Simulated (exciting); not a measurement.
A run of exciting (release sodium) is set up as follows.

The input input.xml:

```xml
<input>
  <title>W</title>
  <structure speciespath="./" tshift="false">
    <crystal scale="1">
      <basevect>-2.990198684671 2.990198684671 2.990198684671</basevect>
      <basevect>2.990198684671 -2.990198684671 2.990198684671</basevect>
      <basevect>2.990198684671 2.990198684671 -2.990198684671</basevect>
    </crystal>
    <species speciesfile="W.xml" rmt="2.3">
      <atom coord="0.000000000000 0.000000000000 0.000000000000"/>
    </species>
  </structure>
  <groundstate do="fromscratch" ngridk="12 12 12" rgkmax="9" gmaxvr="14" lmaxapw="10" lmaxmat="10" lmaxvr="8" xctype="GGA_PBE_SOL" stype="Fermi Dirac" swidth="0.00183747" nempty="12" ValenceRelativity="iora*" epsengy="1e-05" epspot="1e-05" maxscl="60" outputlevel="low"/>
  <properties>
    <bandstructure>
      <plot1d>
        <path steps="80">
          <point coord="0 0 0" label="G"/>
          <point coord="0.5 -0.5 0.5" label="H"/>
          <point coord="0 0 0.5" label="N"/>
          <point coord="0 0 0" label="G"/>
          <point coord="0.25 0.25 0.25" label="P"/>
          <point coord="0.5 -0.5 0.5" label="H" breakafter="true"/>
          <point coord="0.25 0.25 0.25" label="P"/>
          <point coord="0 0 0.5" label="N"/>
        </path>
      </plot1d>
    </bandstructure>
  </properties>
</input>
```

Potentials or basis: all-electron LAPW+lo, shipped species files, valence relativity iora*.

The run is started by

```console
$ OMP_NUM_THREADS=1 exciting_smp
```

Task: Predict the band gap on the k mesh.

Result: None (metal or under the smearing width).

Levels at the corners of the path, in eV from the Fermi level:
| point | band 10 | band 11 | band 12 | band 13 | band 14 | band 15 | band 16 | band 17 | band 18 | band 19 |
| --- | --- | --- | --- | --- | --- | --- | --- | --- | --- | --- |
| Γ | -28.20 | -28.12 | -9.57 | -1.17 | -1.17 | -1.17 | 2.30 | 2.30 | 14.65 | 14.65 |
| H | -28.17 | -28.17 | -5.78 | -5.78 | 5.25 | 5.25 | 5.25 | 8.38 | 8.38 | 8.38 |
| N | -28.18 | -28.15 | -6.21 | -3.50 | 0.81 | 2.20 | 3.18 | 6.26 | 11.18 | 11.60 |
| Γ | -28.20 | -28.12 | -9.57 | -1.17 | -1.17 | -1.17 | 2.30 | 2.30 | 14.65 | 14.65 |
| P | -28.19 | -28.17 | -2.88 | -2.88 | -2.88 | 3.35 | 3.35 | 6.65 | 12.42 | 12.42 |
| H | -28.17 | -28.17 | -5.78 | -5.78 | 5.25 | 5.25 | 5.25 | 8.38 | 8.38 | 8.38 |
| P | -28.19 | -28.17 | -2.88 | -2.88 | -2.88 | 3.35 | 3.35 | 6.65 | 12.42 | 12.42 |
| N | -28.18 | -28.15 | -6.21 | -3.50 | 0.81 | 2.20 | 3.18 | 6.26 | 11.18 | 11.60 |

Caveat: the log's total energy holds no entropy term; the free energy is that total less TS from the occupations; spin-orbit coupling is left out, which moves the levels of the heavy elements.
